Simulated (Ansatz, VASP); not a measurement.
# InP: VASP beside Ansatz, part 2 of 2

Aim: how closely do two programs agree when they are given the same cell, functional and k mesh? The cell is taken from a series of VASP runs on this material, whose earlier steps may have relaxed, scaled or displaced it; both programs get it as it stands.

VASP 6.6.1 and Ansatz 0.2.0.

So far: Set-up; VASP: relaxation of cell and atoms, HSE06.

## (3) Ansatz: relaxation of cell and atoms, HSE06

Level of this step: Ansatz beside VASP: Kohn-Sham DFT, plane waves, HSE06 (Ansatz).

Ansatz runs on its default PAW (the set named soft_2) files.

The same cell, functional, mesh and smearing now go to Ansatz, which takes its cutoff from its data sets.

input.yaml reads:

```yaml
crystal:
  lattice:
    - [0.0, 2.9497558581, 2.9497558581]
    - [2.9497558581, 0.0, 2.9497558581]
    - [2.9497558581, 2.9497558581, 0.0]
  atoms:
    - { symbol: In, position: [0.0, 0.0, 0.0] }
    - { symbol: P, position: [0.75, 0.75, 0.75] }
hamiltonian:
  xc: { exchange: pbe, correlation: pbe, exx: { coeff: 0.25, omega: 0.2 } }
  pseudopotentials: { kind: paw }
kpoints:
  mp_grid: { grid: [6, 6, 6] }
scf:
  occupations: { method: gaussian, width: 0.03 }
relax:
  f_tol: 0.01
  max_steps: 60
  cell: { stress_tol: 0.05 }
output:
  forces: true
  stress: true
```

Run with:

```
$ ansatz run input.yaml --threads 4 --pin off --max-ram 9216MiB --backend cpu --events-out ev --progress --plain --runs-dir out
```

Numbers of over 12 decimals in the logs are rounded to 6 here.

Log:

```text
Engine: ansatz 0.2.0, aarch64-unknown-linux-gnu
Pseudopotentials: kind: paw
Pseudopotential: In, paw, valence charge 13, recommended cutoff 420 eV (normal), In.paw.azcp
Pseudopotential: P, paw, valence charge 5, recommended cutoff 420 eV (normal), P.paw.azcp
Functional definition: unnamed
  parameter a_1 = 0.25
  parameter omega_1 = 0.2/angstrom
  exchange = pbe_x + (-a_1)*pbe_x_sr(omega_1) + a_1*exact_x_sr(omega_1)
  correlation = pbe_c
Crystal: 2 atoms, lattice volume = 51.332 Å³
Basis set: ecut = 420 eV, 965 PW (Γ), exchange–correlation on 60×60×60 points (8 copies of the dense FFT grid, shifted against one another)
Bands: 13, of which v1, the nominal top of the filled ones, is band 9 counted from 1 (8 counted from 0)
Symmetry: 24 space group operations
Space group: F-43m (ITA 216), of the structure as read, at distance tolerance 3.7e-5 Å
k-points: 16 of 216 (time reversal used)
Non-local potential: In, projectors of the file, l = 0: 2, l = 1: 2, l = 2: 2, l = 3: 2
Non-local potential: P, projectors of the file, l = 0: 2, l = 1: 2, l = 2: 2
PAW form: soft (Blöchl's): semilocal exchange-correlation on the pseudo side does not see the compensation charge
PAW frozen core: In, regenerated for the run's functional, and the local potential with it (the file was generated under x = pbe(κ = 0.804, μ = 0.219515), c = pbe(β = 0.066725))
PAW frozen core: P, regenerated for the run's functional, and the local potential with it (the file was generated under x = pbe(κ = 0.804, μ = 0.219515), c = pbe(β = 0.066725))
PAW one-centre angular grid: In, 590 points (default); XC on 64 Gauss nodes
PAW one-centre angular grid: P, 110 points (default); XC on 64 Gauss nodes
Initial density: superposition of atomic densities (neutral atoms: chi_scale 0, normalization atom), corrected by the library's trained network
Initial wavefunctions: pseudopotential atomic-orbital guess
Functional: x = pbe(κ = 0.804, μ = 0.219515), c = pbe(β = 0.066725), warm-up for x = pbe(κ = 0.804, μ = 0.219515) + 0.25 (exact − pbe) at short range (hse, ω = 0.2 Å⁻¹), c = pbe(β = 0.066725)
SCF iter   1: F=—  HF=-6353.986629 eV  |F-HF|=—  |Δ(HF+E_count)|=         —  Δρ=2.10e-3  dr2=4.85e-3  ethr=1.77e-3  ⟨swp⟩=8.2  Hψ=986  notcnv=0
preconditioner: auto → none  [insulator: Δε(μ)=0.594 eV  Ē_g=14.697 eV  σ=0.030 eV  W_gap=1.00  n_scr=14 (ndim 8)  ℏωp=22.0 eV  f_vac=0.023  D(μ)=0.00/eV (n_scr^D=0)]
iter 2 solved again at ethr=1.61e-6 eV; its pass at ethr=2.69e-5 eV (dr2=2.89e-4 eV) is discarded
SCF iter   2: F=—  HF=-6353.985626 eV  |F-HF|=—  |Δ(HF+E_count)|=   1.00e-3  Δρ=5.94e-4  dr2=3.01e-4  ethr=1.61e-6  ⟨swp⟩=3.2  Hψ=1029  notcnv=0
SCF iter   3: F=-6353.985627 eV  HF=-6353.985594 eV  |F-HF|=3.34e-5  |Δ(HF+E_count)|=   3.25e-5  Δρ=2.19e-4  dr2=3.39e-5  ethr=1.61e-6  ⟨swp⟩=2.9  Hψ=377  notcnv=0
SCF 1 stopped early in 3 iterations: F = -6353.985627 eV  dr2 = 3.39e-5
  greatest PAW one-centre occupation: 0.980 electrons in one spin orbital (limit 2), on the In atom at site 0 (counted from 0), in its partial waves of l = 2
Initial density: handed on by an earlier stage of this run
Initial wavefunctions: those handed on with the density
Functional: x = pbe(κ = 0.804, μ = 0.219515) + 0.25 (exact − pbe) at short range (hse, ω = 0.2 Å⁻¹), c = pbe(β = 0.066725)
Exchange kernel: α = 0.2500, screened, ω = 0.2000 Å⁻¹, Wigner–Seitz truncation, v(0) = 1130.6389 eV·Å³, q-mesh 6×6×6, nearest image of the exchange supercell L = 25.03 Å, pair-density grid 18×18×18, without the augmentation charges, whose exchange is taken in its separable form by FFT convolution over the k-point mesh (sized by the pseudopotential files, 24×24×24 at the most), smooth part of the exact exchange by density-matrix convolution
Frozen-core exchange: fock
SCF iter   1: F=—  HF=-6358.506492 eV  |F-HF|=—  |Δ(HF+E_count)|=         —  Δρ=5.34e-3  dr2=8.80e-3  ethr=1.88e-6  ⟨swp⟩=7.4  Hψ=1130  notcnv=0
preconditioner: auto → none  [insulator: Δε(μ)=1.331 eV  Ē_g=16.749 eV  σ=0.030 eV  W_gap=1.00  n_scr=14 (ndim 8)  ℏωp=22.0 eV  f_vac=0.019  D(μ)=0.00/eV (n_scr^D=0)]
SCF iter   2: F=—  HF=-6358.504416 eV  |F-HF|=—  |Δ(HF+E_count)|=   2.08e-3  Δρ=1.67e-3  dr2=1.56e-3  ethr=1.88e-6  ⟨swp⟩=4.0  Hψ=656  notcnv=0
SCF iter   3: F=—  HF=-6358.509653 eV  |F-HF|=—  |Δ(HF+E_count)|=   5.24e-3  Δρ=1.16e-3  dr2=4.06e-4  ethr=1.88e-6  ⟨swp⟩=4.0  Hψ=710  notcnv=0
SCF iter   4: F=—  HF=-6358.509566 eV  |F-HF|=—  |Δ(HF+E_count)|=   8.64e-5  Δρ=1.80e-4  dr2=1.96e-5  ethr=1.88e-6  ⟨swp⟩=2.0  Hψ=356  notcnv=0
SCF iter   5: F=-6358.509635 eV  HF=-6358.509636 eV  |F-HF|=8.70e-7  |Δ(HF+E_count)|=   7.00e-5  Δρ=9.65e-5  dr2=2.99e-6  ethr=6.36e-8  ⟨swp⟩=4.1  Hψ=528  notcnv=0
SCF 2 stopped early in 5 iterations: F = -6358.509635 eV  dr2 = 2.99e-6
  greatest PAW one-centre occupation: 0.983 electrons in one spin orbital (limit 2), on the In atom at site 0 (counted from 0), in its partial waves of l = 2
hybrid outer 1: dexx = +6.108e-3 eV, tail = 1.28e-5 eV
[...]
SCF iter   3: F=—  HF=-6358.509523 eV  |F-HF|=—  |Δ(HF+E_count)|=   1.92e-7  Δρ=8.45e-6  dr2=3.31e-8  ethr=2.32e-10  ⟨swp⟩=4.0  Hψ=548  notcnv=0
SCF iter   4: F=—  HF=-6358.509523 eV  |F-HF|=—  |Δ(HF+E_count)|=   1.09e-8  Δρ=1.56e-6  dr2=1.10e-9  ethr=1.66e-10  ⟨swp⟩=3.0  Hψ=392  notcnv=0
SCF iter   5: F=—  HF=-6358.509523 eV  |F-HF|=—  |Δ(HF+E_count)|=   3.14e-9  Δρ=1.13e-6  dr2=3.48e-10  ethr=3.38e-12  ⟨swp⟩=4.1  Hψ=549  notcnv=0
SCF iter   6: F=—  HF=-6358.509523 eV  |F-HF|=—  |Δ(HF+E_count)|=  1.80e-10  Δρ=4.88e-7  dr2=5.34e-11  ethr=1.68e-12  ⟨swp⟩=3.0  Hψ=390  notcnv=0
SCF iter   7: F=-6358.509523 eV  HF=-6358.509523 eV  |F-HF|=1.82e-12  |Δ(HF+E_count)|=  1.27e-11  Δρ=1.31e-7  dr2=1.88e-11  ethr=1.00e-12  ⟨swp⟩=2.0  Hψ=352  notcnv=0
SCF 3 converged in 7 iterations: F = -6358.509523 eV  dr2 = 1.88e-11
  Residual-converged pass: ⟨swp⟩=4.6  Hψ=699  notcnv=0  max |occ|·‖R‖ = 9.1e-9 eV (tolerance 1.0e-8 eV)  dr2=1.91e-11  dr2_onsite=2.05e-12  max |Δocc| = 2.4e-243
hybrid outer 2: dexx = +2.088e-7 eV, tail = 1.68e-9 eV, Δε = 1.63e-3 eV (about 2.86e-5 eV left of the loop's levels)
Exchange kernel: α = 0.2500, screened, ω = 0.2000 Å⁻¹, Wigner–Seitz truncation, v(0) = 1130.6389 eV·Å³, q-mesh 6×6×6, nearest image of the exchange supercell L = 25.03 Å, pair-density grid 18×18×18, without the augmentation charges, whose exchange is taken in its separable form by FFT convolution over the k-point mesh (sized by the pseudopotential files, 24×24×24 at the most), smooth part of the exact exchange by density-matrix convolution
Frozen-core exchange: fock
SCF iter   1: F=—  HF=-6358.509523 eV  |F-HF|=—  |Δ(HF+E_count)|=         —  Δρ=6.50e-7  dr2=1.79e-10  ethr=4.65e-11  ⟨swp⟩=8.5  Hψ=701  notcnv=0
SCF iter   2: F=-6358.509523 eV  HF=-6358.509523 eV  |F-HF|=1.82e-12  |Δ(HF+E_count)|=  1.82e-11  Δρ=1.67e-7  dr2=5.24e-12  ethr=1.00e-12  ⟨swp⟩=3.8  Hψ=507  notcnv=0
SCF 4 converged in 2 iterations: F = -6358.509523 eV  dr2 = 5.24e-12
  Residual-converged pass: ⟨swp⟩=4.9  Hψ=666  notcnv=0  max |occ|·‖R‖ = 9.3e-9 eV (tolerance 1.0e-8 eV)  dr2=5.32e-12  dr2_onsite=4.07e-12  max |Δocc| = 1.9e-247
hybrid outer 3: dexx = +2.400e-11 eV, tail = 1.90e-11 eV, Δε = 2.04e-5 eV (about 2.92e-6 eV left of the loop's levels), ΔF = 7.40e-17 eV/Å (tail 1.91e-17)
relax step   1: F+E_penalty+E_count = -6358.50952310 eV  Δ(F+E_penalty+E_count) = +0.000e0 eV  max|allowed force component| = 2.313e-16 eV/Å  Δτ_max = 0.0000 Å  P = +0.054 GPa  Ω = 51.332 Å³  (17 SCF iters, accepted)
[...]
relax step   2: F+E_penalty+E_count = -6358.50951847 eV  Δ(F+E_penalty+E_count) = +4.634e-6 eV  max|allowed force component| = 6.476e-17 eV/Å  Δτ_max = 0.0000 Å  P = -0.013 GPa  Ω = 51.381 Å³  energy of the carried Pulay correction = -1.084e-5 eV  (11 SCF iters, accepted)
[...]
relax step   3: F+E_penalty+E_count = -6358.50954647 eV  Δ(F+E_penalty+E_count) = -2.800e-5 eV  max|allowed force component| = 6.476e-17 eV/Å  Δτ_max = 0.0000 Å  P = -0.014 GPa  Ω = 51.381 Å³  stress off target by 1.35e-2 GPa  SCF on the basis re-selected at this cell (its energy is not comparable with the rows above)  (6 SCF iters)
basis re-selected at this cell: Δ(F+E_penalty+E_count) = -2.800e-5 eV, ΔP = -0.000 GPa vs the last step (what re-selecting the basis moved, of the pressure what is left beyond the Pulay correction that the steps carried, after the strain that the cell walked since its last selection, with what the two solves' SCF thresholds leave and, on support functions, any second-order correction that the steps lacked; it is no m [...]
hybrid SCF converged: 2 outer / 6 inner (+0 warm-up), last move |dexx| = 8.95e-13 eV, tail = 1.69e-13 eV
Stability not checked: this state was not tested for a lower state beside it, because the functional holds exact exchange (a hybrid, or Hartree-Fock), whose exchange loop this test does not read (fock_operator; see scf.lower_state_search)
Free energy (F): -6358.509546 eV
Frozen-core exchange: fock
Harris-Foulkes:  -6358.509546 eV  (|F-HF|=9.09e-13)
Internal energy: -6358.509546 eV  (E = F + TS)
E sigma→0 (E₀):  -6358.509546 eV
Fermi energy:    7.011116 eV
--- Per-component energies (eV) ---
  E_band       = -84.546675
  E_kinetic    = 313.130789
  E_local      = -1411.604116  (includes V_loc(G=0)·N_el)
  E_nonlocal   = 401.158096
  E_hartree    = 557.917424
  E_xc         = -220.278543
  E_vxc        = -127.949007  (∫ρ·V_xc dr)
  E_exx        = -40.697625  (= α·E_x^exact, valence–valence)
  E_paw        = -4746.222437  (= ΣΔE_a)
  E_vpaw       = -293.722072  (= ΣTr[D̂ρ^β])
  E_aug_tail   = 0.000030  (compensation charges beyond the density's cutoff)
  E_ewald      = -1212.350347
  E_core_change = 0.437182  (= ΣΔE_core)
  E_smearing   = -0.000000  (= −TS)
  E_closure    = 0.000000  (closes the sum)
  Σ components = -6358.509546   (vs F -6358.509546, Δ=9.09e-13)
--- Forces (eV/Å), atoms counted from 1 ---
  atom   1  In    -0.00000000    -0.00000000    -0.00000000
  atom   2  P      0.00000000    -0.00000000    -0.00000000
  max |Σ_I F_I| component: 5.78e-17 eV/Å
--- Stress (GPa, compression-positive) ---
       -0.013501      -0.000000      -0.000000
       -0.000000      -0.013501       0.000000
       -0.000000       0.000000      -0.013501
  P = ⅓ Tr σ = -0.0135 GPa (-0.135 kbar)
--- Band table (eV; the first three rows and the last of 16) ---
  k-point 0: bands = [... 5 lower, -6.2838, 6.3146, 6.3146, 6.3146, 7.7069, 11.2439]
  k-point 1: bands = [... 5 lower, -5.9547, 4.0563, 5.9975, 5.9975, 8.8272, 11.6301]
  k-point 2: bands = [... 5 lower, -5.1060, 1.4367, 5.4941, 5.4941, 8.6985, 12.0520]
  k-point 15: bands = [... 5 lower, -3.7376, 0.2913, 3.3295, 3.3858, 10.3148, 10.7790]
  guard bands above this table: 2 of the run's 13 bands. The solve was not asked for them (output.publish_guard_bands: true or output.eigenvalues: true publishes all)
--- Relaxed structure (2 steps of the walk, 2 accepted, 1 SCFs on fresh bases) ---
  F+E_penalty+E_count = -6358.50954647 eV   max|allowed force component| = 6.476e-17 eV/Å   (the final SCF, on the basis selected at the relaxed cell)
  cell:  # Å, volume = 51.3815 Å³
    - [0, 2.950703, 2.950703]
    - [2.950703, 0, 2.950703]
    - [2.950703, 2.950703, 0]
  atoms:
    - { symbol: In, position: [0, 0, 0] }
    - { symbol: P, position: [0.750000, 0.750000, 0.750000] }
```

Elapsed: 36 s, on 4 threads of Arm Neoverse V1, shared host; peak memory 1.5 GiB; 2.3 min of CPU time.

## (4) Comparison

Known differences besides the potentials themselves: exact exchange at q = 0 is treated differently, which shows on coarse meshes; VASP keeps PBE cores, Ansatz makes them for the functional; both relaxations stop at a tolerance, which leaves soft axes loose, and VASP keeps its plane-wave basis; the cutoff is 420 eV in Ansatz and 450 eV in VASP; Ansatz adds a Pulay correction to the stress that steers its cell, VASP none; VASP takes a coarser grid for exact exchange (PRECFOCK = Fast). Total energies have different zeros and are not compared.

The two programs side by side:

```tsv
quantity	Ansatz	VASP	difference
volume (Å³)	51.38	51.33	+0.11 %
edge a after relaxation, in the typed setting (Å)	4.173	4.171	+0.04 %
```

The walks stopped with -0.01 GPa left in Ansatz and 0.01 GPa in VASP; each walk ends within a tolerance, so the volume difference is uncertain by about these residues over the bulk modulus, most in soft cells.

## (5) Results

| Property | Result |
| --- | --- |
| difference in volume (relaxation of cell and atoms, HSE06) | 0.11 % |

What this shows: The difference in volume is 0.11 % (relaxation of cell and atoms, HSE06), within the 1.2 % picked in this series as the mark of a large difference, as far as the stopping tolerances let one tell. 1 further run of this series is not shown here. How closely two codes agree says nothing of how well the functional describes the real material.

[Lines on the potential files, build, host, timing and source positions are cut from VASP's logs without a mark.]

[Logs are printed without paths, hosts, clocks, repeated set-up lines and the standing remarks that a program may print on its own settings, such as how far it seeks lower states.]

[Hosts, paths, dates, database ids (printed as entryN), source tags and the programs' standing remarks are cut or masked in the printed files.]
